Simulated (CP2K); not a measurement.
TePb:

```
CELL_PARAMETERS angstrom
4.56932 0.00000 0.00000
2.28466 3.95715 0.00000
2.28466 1.31905 3.73084
ATOMIC_POSITIONS crystal
Pb 0.00000 0.00000 0.00000
Te 0.50000 0.50000 0.50000
```

Base run:

| Item | Value |
| --- | --- |
| Program | CP2K 2026.2 |
| Functional | PBE |
| Potentials or basis | POTENTIAL_UZH Pb GTH-PBE-q4, Te GTH-PBE-q6; ccGRB-D basis |
| Density cutoff | 6123 eV |
| k mesh | 7 × 7 × 7 |
| Occupations | fermi-dirac, width 0.05 eV |
| Spin | no spin polarisation |

Its results: pressure 3.9 GPa.

Question: The run is repeated on the same cell with these changes: potentials or basis from POTENTIAL_UZH Pb GTH-PBE-q4, Te GTH-PBE-q6; ccGRB-D basis to POTENTIAL_UZH Pb GTH-PBE-q4, Te GTH-PBE-q6; TZVP-MOLOPT-PBE-GTH basis; basis sets from Pb ccGRB-D-q4, Te ccGRB-D-q6 to Pb TZVP-MOLOPT-PBE-GTH-q4, Te TZVP-MOLOPT-PBE-GTH-q6. What comes out?

Answer: Pressure 2.7 GPa.

Caveats: the basis of atomic orbitals isn't converged, which shifts pressures, moduli and gaps.
